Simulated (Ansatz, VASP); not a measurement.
**SiO2: VASP beside Ansatz**

The input POSCAR:

```
SiO2
1.0
    3.8505735901      0.0000000000      0.0000000000
    0.0000000000      3.8505735901      0.0000000000
    0.0000000000      0.0000000000      2.6687449733
Si O
2 4
Direct
    0.5000000000      0.5000000000      0.5000000000
    0.0000000000      0.0000000000      0.0000000000
    0.6938852014      0.6938852014      0.0000000000
    0.1938852014      0.8061147986      0.5000000000
    0.3061147986      0.3061147986      0.0000000000
    0.8061147986      0.1938852014      0.5000000000
```

Contents of INCAR.step1:

```
SYSTEM = SiO2
ALGO = Normal
EDIFF = 1E-4
ENCUT = 520
GGA = PE
ISMEAR = 0
LASPH = .TRUE.
LCHARG = .FALSE.
LREAL = .FALSE.
LWAVE = .TRUE.
NBANDS = 25
NELM = 100
PREC = Accurate
SIGMA = 0.05
```

File INCAR.step2:

```
SYSTEM = SiO2
ALGO = Normal
EDIFF = 1E-7
ENCUT = 520
ISIF = 2
ISMEAR = 0
ISTART = 1
LASPH = .TRUE.
LCHARG = .FALSE.
LMIXTAU = .TRUE.
LREAL = .FALSE.
LWAVE = .FALSE.
METAGGA = R2SCAN
NBANDS = 25
NELM = 100
PREC = Accurate
SIGMA = 0.05
```

Contents of KPOINTS:

```
k-points
0
G
  6 6 8
  0 0 0
```

Input for Ansatz:

```yaml
crystal:
  lattice:
    - [3.8505735901, 0.0, 0.0]
    - [0.0, 3.8505735901, 0.0]
    - [0.0, 0.0, 2.6687449733]
  atoms:
    - { symbol: Si, position: [0.5, 0.5, 0.5] }
    - { symbol: Si, position: [0.0, 0.0, 0.0] }
    - { symbol: O, position: [0.6938852014, 0.6938852014, 0.0] }
    - { symbol: O, position: [0.1938852014, 0.8061147986, 0.5] }
    - { symbol: O, position: [0.3061147986, 0.3061147986, 0.0] }
    - { symbol: O, position: [0.8061147986, 0.1938852014, 0.5] }
basis:
  ecutwfc: 500
kpoints:
  mp_grid: { grid: [6, 6, 8] }
hamiltonian:
  xc: r2scan
scf:
  occupations: { method: gaussian, width: 0.05 }
output:
  forces: true
  stress: true
  eigenvalues: true
  write_density: true
  write_potential: true
  elf: true
  volumetric_format: npy
```

Change from the starting cell: strain -0.080 along x and y, +0.000 along z, atoms carried along.

Alike in both runs: task single point; functional r2SCAN; k mesh 6 × 6 × 8; occupations gaussian, width 0.05 eV; no spin polarisation.

|  | VASP | Ansatz |
| --- | --- | --- |
| version | VASP 6.6.1 | Ansatz 0.2.0 |
| potentials or method | VASP PAW PBE potentials, release 64 (Si, O) | scalar-relativistic, plane waves, PAW |
| plane-wave cutoff (eV) | 520 | 500 |
| valence electrons in the cell | 32 | 32 |

```csv
,VASP,Ansatz,Ansatz less VASP
gap on the k mesh at the Fermi level (eV),7.00,7.04,+0.040
least direct gap on the mesh (eV),7.00,7.04,+0.040
pressure (GPa),76.1,75.1,-1.01
largest component of the traceless stress (GPa),26.56,27.01,+0.449
rms of the force components (eV/Å),0.590,0.591,+0.0008
```

Atom by atom the forces differ by 0.001 eV/Å (rms over components).

Caveats: the cell as given lies far from equilibrium; so large a pressure means that the cell lies far from this level's equilibrium, or that cutoff or potentials fall short (VASP); the potentials were made for another functional, which shifts forces and pressure (VASP). A k mesh can miss the band edges.
